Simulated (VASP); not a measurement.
# MoS2 in VASP: a series of runs

One sheet, MoS2, is run at these levels: r2SCAN+rVV10; tasks: single point.

Program: VASP 6.6.1. These are calculated values, not measurements. Logs are shortened: lines on timing, memory, paths and dates and some standing lists are left out, and cuts for length are marked.

### Step 1. The structure

The cell holds a sheet with vacuum, 9 atoms: a = 3.173 Å, b = 3.173 Å, c = 30.420 Å, α = 90.00°, β = 90.00°, γ = 120.00°.

The cell was built by a generator and needn't be a form met in nature.

### Step 2. Single point, r2SCAN+rVV10

POSCAR reads:

```
MoS2
1.0
    3.1726141412      0.0000000000      0.0000000000
   -1.5863070706      2.7475644427      0.0000000000
    0.0000000000      0.0000000000     30.4200000000
S Mo
6 3
Direct
    0.3333333333      0.6666666667      0.2441287279
    0.3333333333      0.6666666667      0.3464131016
    0.6666666667      0.3333333333      0.4488537512
    0.6666666667      0.3333333333      0.5511462488
    0.3333333333      0.6666666667      0.6535868984
    0.3333333333      0.6666666667      0.7558712721
    0.6666666667      0.3333333333      0.2952580655
    0.3333333333      0.6666666667      0.5000000000
    0.6666666667      0.3333333333      0.7047419345
```

INCAR.step1 reads:

```
PREC = Accurate ; ENCUT = 520
ISMEAR = 0 ; SIGMA = 0.01
LREAL = False ; LASPH = True
NELM = 80 ; NBANDS = 49
GGA = PE ; ALGO = Normal
EDIFF = 1E-4 ; LWAVE = True
LCHARG = False
```

INCAR.step2 reads:

```
PREC = Accurate ; ENCUT = 520
EDIFF = 1E-7 ; ISMEAR = 0
SIGMA = 0.01 ; LREAL = False
LASPH = True ; NELM = 80
ALGO = Normal ; ISIF = 2
LWAVE = False ; LCHARG = False
METAGGA = R2SCAN ; LMIXTAU = True
LUSE_VDW = True ; IVDW_NL = 2
BPARAM = 11.95 ; CPARAM = 0.0093
NBANDS = 49 ; ISTART = 1
```

KPOINTS reads:

```
regular mesh
0
Gamma
  12 12 1
```

Potentials or basis: VASP PAW PBE potentials, release 64 (S, Mo_sv).

Run with:

```console
> cat potpaw_PBE.64/S/POTCAR potpaw_PBE.64/Mo_sv/POTCAR > POTCAR
> cp INCAR.step1 INCAR
> mpirun -np 1 vasp_std > vasp.out
> cp INCAR.step2 INCAR
> mpirun -np 1 vasp_std > vasp.out
```

OUTCAR:

```text
PREC = Accurate
   ENCUT = 520
   EDIFF = 1E-7
   ISMEAR = 0
   LREAL = False
   LASPH = True
   NELM = 80
   ISIF = 2
   METAGGA = R2SCAN
   IVDW_NL = 2
   BPARAM = 11.95
   ISTART = 1

 ion  position               nearest neighbor table
   1  0.333  0.667  0.244-   7 2.40   7 2.40   7 2.40
   2  0.333  0.667  0.346-   7 2.40   7 2.40   7 2.40
   3  0.667  0.333  0.449-   8 2.40   8 2.40   8 2.40
   4  0.667  0.333  0.551-   8 2.40   8 2.40   8 2.40
   5  0.333  0.667  0.654-   9 2.40   9 2.40   9 2.40
   6  0.333  0.667  0.756-   9 2.40   9 2.40   9 2.40
   7  0.667  0.333  0.295-   1 2.40   1 2.40   1 2.40   2 2.40   2 2.40   2 2.40
   8  0.333  0.667  0.500-   3 2.40   4 2.40   3 2.40   4 2.40   3 2.40   4 2.40
   9  0.667  0.333  0.705-   6 2.40   6 2.40   6 2.40   5 2.40   5 2.40   5 2.40

  LATTYP: Found a hexagonal cell.
 ALAT       =     3.1726141412
 C/A-ratio  =     9.5883075111

  Lattice vectors:

 A1 = (   3.1726141412,   0.0000000000,   0.0000000000)
 A2 = (  -1.5863070706,   2.7475644427,   0.0000000000)
 A3 = (   0.0000000000,   0.0000000000,  30.4200000000)

Analysis of symmetry for initial positions (statically):
=====================================================================
 Subroutine PRICEL returns:
 Original cell was already a primitive cell.

 Routine SETGRP: Setting up the symmetry group for a
 hexagonal supercell.

 Subroutine GETGRP returns: Found 12 space group operations
 (whereof 12 operations were pure point group operations)
 out of a pool of 24 trial point group operations.

The static configuration has the point symmetry D_3h.

Analysis of symmetry for dynamics (positions and initial velocities):
=====================================================================
 Subroutine PRICEL returns:
 Original cell was already a primitive cell.

 Routine SETGRP: Setting up the symmetry group for a
 hexagonal supercell.

 Subroutine GETGRP returns: Found 12 space group operations
 (whereof 12 operations were pure point group operations)
 out of a pool of 24 trial point group operations.

The dynamic configuration has the point symmetry D_3h.

 Subroutine INISYM returns: Found 12 space group operations
 (whereof 12 operations are pure point group operations),
 and found     1 'primitive' translations

----------------------------------------------------------------------------------------

                                     Primitive cell

[... 107 lines left out ...]
   TEBEG  =    0.0;   TEEND  =   0.0 temperature during run
   PSTRESS=    0.0 pullay stress
   NELECT =      78.0000    total number of electrons
   NUPDOWN=      -1.0000    fix difference up-down
   EMIN   =  10.00;   EMAX   =-10.00  energy-range for DOS
   EFERMI =   0.00;   METHOD = LEGACY
   ISMEAR =     0;   SIGMA  =   0.01  broadening in eV -4-tet -1-fermi 0-gaus
   EFERMI_NEDOS =   21; number of points for ismear=-14 and -15
   IALGO  =     38    algorithm
   IMIX   =      4    mixing-type and parameters
     AMIX     =   0.40;   BMIX     =  1.00
     AMIX_MAG =   1.60;   BMIX_MAG =  1.00
  volume/ion in A,a.u.               =      29.46       198.83
  Fermi-wavevector in a.u.,A,eV,Ry     =   1.088759  2.057455 16.128281  1.185395
  Thomas-Fermi vector in A             =   2.224947
   LORBIT       =      0    0 simple, 1 ext, 2 COOP (PROOUT), +10 PAW based schemes
   METAGGA = R2SCAN    functional components
   LHFCALC =     F    Hartree Fock is set to
   AEXX    =    0.0000 exact exchange contribution
   IVDW_NL    =     2    kernel type
   BPARAM     =11.9500
   IVDW    =     0    specifies the selected vdW correction
   LEPSILON=     F    determine dielectric tensor
   LRPA    =     F    only Hartree local field effects (RPA)
 non-spin polarized calculation
 Gauss-broadening in eV      SIGMA  =   0.01
  energy-cutoff  :      520.00
  volume of cell :      265.17
 maximum number of plane-waves:      7184
 NGX is ok and might be reduce to    24
   NGX = 11   NGY = 11   NGZ =113

 number of electron      77.9999998 magnetization

 Free energy of the ion-electron system (eV)
  ---------------------------------------------------
  ext. energy  EPLUGINS =         0.00000000
  ---------------------------------------------------
  free energy    TOTEN  =      -133.44379743 eV

  energy without entropy =     -133.44379743  energy(sigma->0) =     -133.44379743

 E-fermi :   2.3276     XC(G=0):  -7.2641

 val. band max:        2.2061195306   @ k =   0.0000   0.0000   0.0000
 cond. band min:       3.4136794819   @ k =   0.3333   0.3333   0.0000
 fundamental gap:      1.2075599513
 Fermi energy:         2.3275598023

 k-point     1 :       0.0000    0.0000    0.0000
  band No.  band energies     occupation
      1     -61.1620      2.00000
      2     -61.1606      2.00000
      3     -61.1606      2.00000
      4     -34.5843      2.00000
      5     -34.5826      2.00000
      6     -34.5826      2.00000
[... 977 lines left out ...]
     48       5.4205      0.00000
     49       6.8443      0.00000

------------------------ aborting loop because EDIFF is reached ----------------------------------------

  FORCE on cell =-STRESS in cart. coord.  units (eV):
  Direction    XX          YY          ZZ          XY          YZ          ZX
  --------------------------------------------------------------------------------------
  -------------------------------------------------------------------------------------
  Total        0.2210107      0.2210107      0.0885041     -0.0000000      0.0000000      0.0000000
  in kB        1.3353636      1.3353636      0.5347484     -0.0000000      0.0000000      0.0000000
  external PRESSURE =       1.0684918 kB  Pullay stress =       0.0000000 kB

 VOLUME and BASIS-vectors are now :
 -----------------------------------------------------------------------------
  energy-cutoff  :      520.00
  volume of cell :      265.17
      direct lattice vectors                 reciprocal lattice vectors
     3.172614141  0.000000000  0.000000000     0.315197486  0.181979353  0.000000000
    -1.586307071  2.747564443  0.000000000     0.000000000  0.363958706  0.000000000
     0.000000000  0.000000000 30.420000000     0.000000000  0.000000000  0.032873110

 POSITION                                       TOTAL-FORCE (eV/Angst)
 -----------------------------------------------------------------------------------
     -0.00000      1.83171      7.42640         0.000000      0.000000     -0.017216
     -0.00000      1.83171     10.53789         0.000000     -0.000000      0.017188
      1.58631      0.91585     13.65413         0.000000      0.000000     -0.016527
      1.58631      0.91585     16.76587         0.000000      0.000000      0.016527
     -0.00000      1.83171     19.88211         0.000000     -0.000000     -0.017188
     -0.00000      1.83171     22.99360         0.000000      0.000000      0.017216
      1.58631      0.91585      8.98175        -0.000000      0.000000     -0.000793
     -0.00000      1.83171     15.21000        -0.000000      0.000000     -0.000000
      1.58631      0.91585     21.43825        -0.000000     -0.000000      0.000793
 -----------------------------------------------------------------------------------
    total drift:                                0.000000     -0.000000      0.000000

  FREE ENERGIE OF THE ION-ELECTRON SYSTEM (eV)
  ---------------------------------------------------
  free  energy   TOTEN  =      -133.4437974315 eV

  energy  without entropy=     -133.4437974315  energy(sigma->0) =     -133.44379743
```

Wall time 25 min (1 thread of Intel Xeon 6975P-C (Granite Rapids), shared host); peak memory 0.92 GiB.

What came out:

```yaml
Free_energy: -133.4438 eV
Largest_force: 0.017 eV/Å
Band_gap_on_the_k_mesh: 1.21 eV, indirect (least direct gap 1.77 eV)
```

Forces on the atoms (eV/Å):
```
S    0.000  0.000 -0.017
S    0.000  0.000  0.017
S    0.000  0.000 -0.017
S    0.000  0.000  0.017
S    0.000  0.000 -0.017
S    0.000  0.000  0.017
Mo   0.000  0.000 -0.001
Mo   0.000  0.000  0.000
Mo   0.000  0.000  0.001
```

Levels at points of the mesh, in eV from the valence-band top:
| k point | band 36 | band 37 | band 38 | band 39 | band 40 | band 41 | band 42 | band 43 |
| --- | --- | --- | --- | --- | --- | --- | --- | --- |
| (0.00, 0.00, 0.00) | -1.75 | -0.82 | -0.33 | 0.00 | 2.37 | 2.37 | 2.38 | 2.38 |
| (0.50, 0.00, 0.00) | -1.62 | -1.30 | -1.25 | -1.22 | 1.82 | 1.84 | 1.85 | 2.28 |

Caveat: the PAW data sets were made with another functional, which shifts forces and pressure a little. r2SCAN opens gaps a little over a GGA but as a rule still falls short of measured ones.

### Step 3. Single point, r2SCAN+rVV10

This run uses another cell than the first one, of 29.23 Å³/atom, 0.992 times its volume.

POSCAR reads:

```
MoS2
1.0
    3.1600000000      0.0000000000      0.0000000000
   -1.5800000000      2.7366402760      0.0000000000
    0.0000000000      0.0000000000     30.4200000000
S Mo
6 3
Direct
    0.3333333333      0.6666666667      0.2465483235
    0.3333333333      0.6666666667      0.3491124260
    0.6666666667      0.3333333333      0.4487179487
    0.6666666667      0.3333333333      0.5512820513
    0.3333333333      0.6666666667      0.6508875740
    0.3333333333      0.6666666667      0.7534516765
    0.6666666667      0.3333333333      0.2978303748
    0.3333333333      0.6666666667      0.5000000000
    0.6666666667      0.3333333333      0.7021696252
```

INCAR.step1 reads:

```
  PREC = Accurate
  ENCUT = 520
  ISMEAR = 0
  SIGMA = 0.01
  LREAL = False
  LASPH = True
  NELM = 100
  NBANDS = 49
  GGA = PE
  ALGO = Normal
  EDIFF = 1E-4
  LWAVE = True
  LCHARG = False
```

INCAR.step2 reads:

```
  PREC = Accurate
  ENCUT = 520
  EDIFF = 1E-6
  ISMEAR = 0
  SIGMA = 0.01
  LREAL = False
  LASPH = True
  NELM = 100
  ALGO = Normal
  ISIF = 2
  LWAVE = False
  LCHARG = True
  METAGGA = R2SCAN
  LMIXTAU = True
  LUSE_VDW = True
  IVDW_NL = 2
  BPARAM = 11.95
  CPARAM = 0.0093
  LELF = True
  LVHAR = True
  NBANDS = 49
  ISTART = 1
```

KPOINTS reads:

```
Automatic mesh
0
Gamma
  12 12 1
```

Potentials or basis: VASP PAW PBE potentials, release 64 (S, Mo_sv).

Run with:

```console
> cat potpaw_PBE.64/S/POTCAR potpaw_PBE.64/Mo_sv/POTCAR > POTCAR
> cp INCAR.step1 INCAR
> mpirun -np 1 vasp_std > vasp.out
> cp INCAR.step2 INCAR
> mpirun -np 1 vasp_std > vasp.out
```

It took 22 min on 1 thread of Intel Xeon 6975P-C (Granite Rapids), shared host; peak memory 0.93 GiB.

The run converged. Its results:

```yaml
Free_energy: -133.4334 eV
Largest_force: 0.023 eV/Å
Band_gap_on_the_k_mesh: 1.20 eV, indirect (least direct gap 1.81 eV)
```

Forces in eV/Å, atoms in the order of the input:
```
S    0.000  0.000 -0.007
S    0.000  0.000 -0.015
S    0.000  0.000  0.019
S    0.000  0.000 -0.019
S    0.000  0.000  0.015
S    0.000  0.000  0.007
Mo   0.000  0.000 -0.023
Mo   0.000  0.000  0.000
Mo   0.000  0.000  0.023
```

Levels at points of the mesh, in eV from the valence-band top:
| k point | band 36 | band 37 | band 38 | band 39 | band 40 | band 41 | band 42 | band 43 |
| --- | --- | --- | --- | --- | --- | --- | --- | --- |
| (0.00, 0.00, 0.00) | -1.75 | -0.90 | -0.34 | 0.00 | 2.37 | 2.37 | 2.39 | 2.39 |
| (0.50, 0.00, 0.00) | -1.59 | -1.34 | -1.28 | -1.25 | 1.85 | 1.87 | 1.88 | 2.29 |

Caveat: the PAW data sets were made with another functional, which shifts forces and pressure a little. r2SCAN opens gaps a little over a GGA but as a rule still falls short of measured ones.
